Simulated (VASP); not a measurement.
The system is NiO2.

```
CELL_PARAMETERS angstrom
2.79878 0.00000 0.00000
-1.39939 2.42382 0.00000
0.00000 0.00000 4.61827
ATOMIC_POSITIONS crystal
Ni 0.00000 0.00000 0.50000
O 0.33333 0.66667 0.29396
O 0.66667 0.33333 0.70604
```

The cell comes from a database or a generator and needn't be the stable form of this composition.

Program: VASP 6.6.1. Alike in all runs: task band structure; spin collinear, ferromagnetic start; cell as given; k mesh 8 × 8 × 5; cutoff (eV) 520; smearing fermi-dirac 0.05 eV.

Q: Order these runs on this cell by their pressure, lowest first.
A. level SCAN; potentials or basis VASP PAW PBE potentials, release 64 (Ni, O); further INCAR settings ALGO = Normal; EDIFF = 1e-06
B. level LDA; potentials or basis VASP PAW LDA potentials, release 64 (Ni, O); further INCAR settings ALGO = Conjugate; EDIFF = 1e-08; other keys EDIFF = 1e-08; ALGO = Conjugate
C. level TPSS; potentials or basis VASP PAW PBE potentials, release 64 (Ni, O); further INCAR settings ALGO = Normal; EDIFF = 1e-06

A: B (-10.5 GPa), A (-5.5 GPa), C (2.2 GPa).

Caveats: the PAW data sets were made with another functional, which shifts forces and pressure a little (some runs).

Runs at the PBE level aren't shown here.
